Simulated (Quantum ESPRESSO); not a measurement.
Cr, 2 atoms in the cell. The structure is orthorhombic, space group Cmcm (No. 63). The conventional cell has a = 2.294 Å, b = 4.934 Å, c = 4.064 Å, α = 90.00°, β = 90.00°, γ = 90.00°. Around Cr (site symmetry m2m) lie 8 Cr at 2.29 to 2.62 Å. This isn't the form of Cr at room conditions, which is bcc.

| Property | Result |
| --- | --- |
| Program | Quantum ESPRESSO 7.5 |
| Task | phonons |
| Functional | PBEsol |
| Potentials or basis | GBRV 1.5 PBEsol |
| Cutoff | 612 eV |
| Density cutoff | 4898 eV |
| k mesh | 9 × 9 × 5 |
| Occupations | cold, width 0.136 eV |
| Spin | collinear spin, ferromagnetic start |
| Starting moments | [3.0, 3.0] μB |
| Mixing beta | 0.3 |
| Most SCF iterations | 120 |
| SCF threshold | 4e-10 Ry |

Potentials or basis: GBRV 1.5 PBEsol.

Command:

```sh
$ OMP_NUM_THREADS=1 pw.x -in pw.in > pw.out
$ OMP_NUM_THREADS=1 pw.x -in relax.in > relax.out
$ OMP_NUM_THREADS=1 pw.x -in scf2.in > scf2.out
$ OMP_NUM_THREADS=1 ph.x -in ph.in > ph.out
$ OMP_NUM_THREADS=1 dynmat.x -in dynmat.in > dynmat.out
```

Hardware: 1 thread of Arm Neoverse V2 (shared host).

**Question.** Estimate the wall time of this run.

**Answer.** Run time: 24 min on 1 thread of Arm Neoverse V2, on a shared host, peak memory 0.15 GiB. Counts: scf iterations 140, k pools 1, bands 24, ion steps 12, k points 75, g dense 17947.
